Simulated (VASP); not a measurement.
LiCl:

```
CELL_PARAMETERS angstrom
0.00000 2.56477 2.56477
2.56477 0.00000 2.56477
2.56477 2.56477 0.00000
ATOMIC_POSITIONS crystal
Li 0.00000 0.00000 0.00000
Cl 0.50000 0.50000 0.50000
```

* Program: VASP 6.6.1
* Task: relaxation of cell and atoms
* Functional: PBEsol
* Potentials or basis: VASP PAW PBE potentials, release 64 (Li_sv, Cl)
* Cutoff: 600 eV
* k mesh: 10 × 10 × 10
* Occupations: gaussian, width 0.03 eV
* Spin: no spin polarisation

At the start: pressure -1.3 GPa; volume 16.87 Å³/atom.

How do energy, volume and symmetry change on relaxing?

Over 4 steps the energy falls by 2.8 meV/atom and the volume is 16.20 Å³/atom (-4.0 %); space group Fm-3m (No. 225, to 0.05 Å).

Step by step:
| step | energy change (eV) | largest force (eV/Å) | pressure (GPa) | volume (Å³) |
| --- | --- | --- | --- | --- |
| 1 | 0.0000 | 0.0000 | -1.30 | 33.74 |
| 2 | -0.0042 | 0.0000 | -0.68 | 33.08 |
| 3 | -0.0056 | 0.0000 | -0.11 | 32.51 |
| 4 | -0.0057 | 0.0000 | -0.04 | 32.41 |

Final structure:
```cif
data_structure
_symmetry_space_group_name_H-M 'P 1'
_symmetry_Int_Tables_number 1
_cell_length_a 3.5787
_cell_length_b 3.5787
_cell_length_c 3.5787
_cell_angle_alpha 60.000
_cell_angle_beta 60.000
_cell_angle_gamma 60.000
_cell_volume 32.41
loop_
_atom_site_label
_atom_site_type_symbol
_atom_site_fract_x
_atom_site_fract_y
_atom_site_fract_z
_atom_site_occupancy
Li1 Li 0.00000 0.00000 0.00000 1
Cl1 Cl 0.50000 0.50000 0.50000 1
```

Caveat: the cutoff is under 1.25 times the usual one of these potentials, so pressure, stress and relaxed cells hold a basis-set (Pulay) error; the PAW data sets were made with another functional, which shifts forces and pressure a little.
